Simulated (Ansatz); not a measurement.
Mg:

```xyz
1
Lattice="-1.8360 1.8360 1.6794 1.8360 -1.8360 1.6794 1.8360 1.8360 -1.6794" Properties=species:S:1:pos:R:3 pbc="T T T"
Mg    0.0000    0.0000    0.0000
```

This isn't the form of Mg at room conditions, which is hcp.

Base run:

```yaml
Program: Ansatz 0.2.0
Functional: PBE
Potentials_or_basis: all-electron LAPW, scalar-relativistic
Cutoff: 115 eV (chosen from the basis error)
Basis_error_allowed: 0.001 eV/atom
k_mesh: 11 × 11 × 11
Occupations: gaussian, width 0.1 eV
Spin: no spin polarisation
```

Its results: band gap on the k mesh none (metal or under the smearing width); pressure 0.6 GPa.

Q: The run is repeated on the same cell with these changes: functional from PBE to RPBE; occupations from gaussian, width 0.1 eV to gaussian, width 0.02 eV. What comes out?

A: Band gap on the k mesh none (metal or under the smearing width); pressure 1.7 GPa.
